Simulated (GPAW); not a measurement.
Runs of GPAW 26.7.0 on CuAu. The structure is tetragonal, space group P4/mmm (No. 123). Conventional cell: a = 2.811 Å, b = 2.811 Å, c = 3.685 Å, α = 90.00°, β = 90.00°, γ = 90.00°. Around Au (site symmetry 4/mmm) lie 8 Cu at 2.71 Å and 4 Au at 2.81 Å. Cu (site symmetry 4/mmm) is surrounded by 8 Au at 2.71 Å and 4 Cu at 2.81 Å. 

```csv
task,level,potentials or basis,cell,band path,band points,gap on the mesh (eV),pressure (GPa),V0 of scaled cells (Å³/atom),B0 (GPa)
equation of state,PBEsol,"PAW data sets generated in the run's folder for this functional, pw",as given,-,-,-,-,14.44,(a)
single point,PBEsol,"PAW data sets generated in the run's folder for this functional, pw",as given,-,-,none,-1.5,-,-
single point,PBEsol,"PAW data sets generated in the run's folder for this functional, pw","atoms moved at random, drawn with an rms of 0.05 Å",-,-,none,-1.3,-,-
band structure,PBEsol,"PAW data sets generated in the run's folder for this functional, pw",as given,"GXMGZRAZ,XR,MA",100,-,-1.5,-,-
equation of state,LDA,"the program's PAW data sets (release 1.2.1) made for this functional, pw",as given,-,-,-,-,14.00,(b)
band structure,LDA,"the program's PAW data sets (release 1.2.1) made for this functional, pw",as given,"GXMGZRAZ,XR,MA",100,-,-6.8,-,-
```

Alike in all rows: no spin polarisation; k mesh 9 × 9 × 7; cutoff (eV) 600; smearing fermi-dirac 0.05 eV.

Problem. Estimate the missing entries.

Solution. (a) 170; (b) 191.

Caveats: with these Cu and Au data sets, volumes or pressures lay over 1.5 % or 2 GPa off other programs in two to four cells of ten; the cell was scaled at fixed shape and fractional positions, which overstates the stiffness of a crystal with free parameters, most of all of layers and chains (some runs); spin-orbit coupling is left out, which moves the levels of the heavy elements (some runs).

A k mesh can miss the band edges, and the runs leave out spin-orbit coupling on Au.

A gap of «none» marks a metal or a gap under the smearing width.
